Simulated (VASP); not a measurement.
Ge:

```xyz
2
Lattice="-2.5745 2.5745 1.3974 2.5745 -2.5745 1.3974 2.5745 2.5745 -1.3974" Properties=species:S:1:pos:R:3 pbc="T T T"
Ge    0.0000    0.0000    1.3974
Ge    2.5745    0.0000    0.6987
```

This isn't the form of Ge at room conditions, which is diamond.

* Program: VASP 6.6.1
* Task: single point
* Functional: PBEsol
* Potentials or basis: VASP PAW PBE potentials, release 64 (Ge_d)
* Cutoff: 520 eV
* k mesh: 11 × 11 × 11
* Occupations: fermi-dirac, width 0.05 eV
* Spin: no spin polarisation

On this cell: pressure -0.6 GPa; largest force under 0.003 eV/Å; band gap on the k mesh none (metal or under the smearing width).

The same run follows on a disturbed copy (atoms moved at random, drawn with an rms of 0.05 Å):

```
Ge
1.0
    -2.57449    2.57449    1.39741
     2.57449   -2.57449    1.39741
     2.57449    2.57449   -1.39741
Ge
2
Direct
  0.47893 0.47435 0.99328
  0.24504 0.74252 0.50691
```

Q: What changes?

A: The energy (extrapolated to zero smearing) moves by +2.4 meV/atom; pressure -0.6 GPa; largest force 0.185 eV/Å; band gap on the k mesh none (metal or under the smearing width).

Forces in eV/Å, atoms in the order of the input:
```
Ge   0.155  0.099  0.020
Ge  -0.155 -0.099 -0.020
```

Stress tensor (GPa, compression positive):
```
-0.06 -0.03  0.31
-0.03 -0.85 -0.19
 0.31 -0.19 -0.87
```

Caveats: the PAW data sets were made with another functional, which shifts forces and pressure a little.
